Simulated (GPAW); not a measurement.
Set up this calculation in GPAW 26.7.0, as an ASE script.

```
Task                : relaxation of cell and atoms
Functional          : PBEsol
Dispersion          : D3(BJ)
Potentials or basis : PAW data sets generated in the run's folder for this functional
Cutoff              : 600 eV
Basis               : pw
k mesh              : 5 × 5 × 3
Occupations         : fermi-dirac, width 0.05 eV
Spin                : no spin polarisation
Maxiter             : 150
Optimizer           : BFGS
Fmax                : 0.02 eV/Å
Max steps           : 40
```

The structure of CdS (Greenockite) lies in CdS.cif:

```cif
data_CdS
_cell_length_a 4.15000000
_cell_length_b 4.15000000
_cell_length_c 6.73700000
_cell_angle_alpha 90.00000000
_cell_angle_beta 90.00000000
_cell_angle_gamma 120.00000000
_space_group_name_H-M_alt 'P6_3mc'
_space_group_name_Hall 'P 6c -2c'
_space_group_IT_number 186
loop_
_space_group_symop_operation_xyz
'x,y,z'
'x-y,x,z+1/2'
'-y,x-y,z'
'-x,-y,z+1/2'
'-x+y,-x,z'
'y,-x+y,z+1/2'
'y,x,z+1/2'
'x,x-y,z'
'x-y,-y,z+1/2'
'-y,-x,z'
'-x,-x+y,z+1/2'
'-x+y,y,z'
loop_
_atom_site_label
_atom_site_type_symbol
_atom_site_symmetry_multiplicity
_atom_site_Wyckoff_symbol
_atom_site_fract_x
_atom_site_fract_y
_atom_site_fract_z
_atom_site_occupancy
Cd1 Cd 2 b 0.6666666667 0.3333333333 0.5000000000 1
S1 S 2 b 0.6666666667 0.3333333333 0.8750000000 1
```

These files were run (other wordings do the same):

run.py

```python
from ase.calculators.mixing import SumCalculator
from ase.filters import FrechetCellFilter
from ase.io import read, write
from ase.optimize import BFGS
from dftd3.ase import DFTD3
from gpaw import GPAW, PW, setup_paths

setup_paths.insert(0, '.')

atoms = read('CdS.cif')

calc = GPAW(mode=PW(600),
            xc='PBEsol',
            kpts={'size': (5, 5, 3), 'gamma': True},
            occupations={'name': 'fermi-dirac', 'width': 0.05},
            nbands=31,
            convergence={'density': 1e-05, 'energy': 1e-05},
            maxiter=150,
            txt='gpaw.txt')
atoms.calc = SumCalculator([calc, DFTD3(method='pbesol', damping='d3bj')])
opt = BFGS(FrechetCellFilter(atoms), trajectory='relax.traj', logfile='-')
done = opt.run(fmax=0.02, steps=40)
calc.write('gs.gpw')
write('result.traj', atoms)
print('Converged:', done)
print('Cell:', atoms.cell.cellpar().round(4))
print('Volume:', round(atoms.get_volume(), 4))
print(atoms.get_scaled_positions().round(5))
```

Potentials or basis: PAW data sets generated in the run's folder for this functional, pw.

The run is started by

```console
$ gpaw-setup -f PBEsol Cd S
$ OMP_NUM_THREADS=1 python run.py
```

Results of the run:

```
Relaxed volume                         : 23.94 Å³/atom
Relaxed cell                           : a = 4.082 Å, b = 4.082 Å, c = 6.639 Å, α = 90.00°, β = 90.00°, γ = 120.00°
Space group after relaxing (to 0.05 Å) : P6_3mc (No. 186)
Energy gained by relaxing              : 11.0 meV/atom
Ionic steps                            : 6
Pressure after relaxing                : 0.0 GPa
Band gap on the k mesh                 : 1.14 eV, direct
Dispersion energy per atom             : -0.281 eV
```

Caveat: later steps reuse the first step's grids.

Run time: 3.4 min on 1 thread of Arm Neoverse N1, with other jobs on the host, peak memory 0.24 GiB.
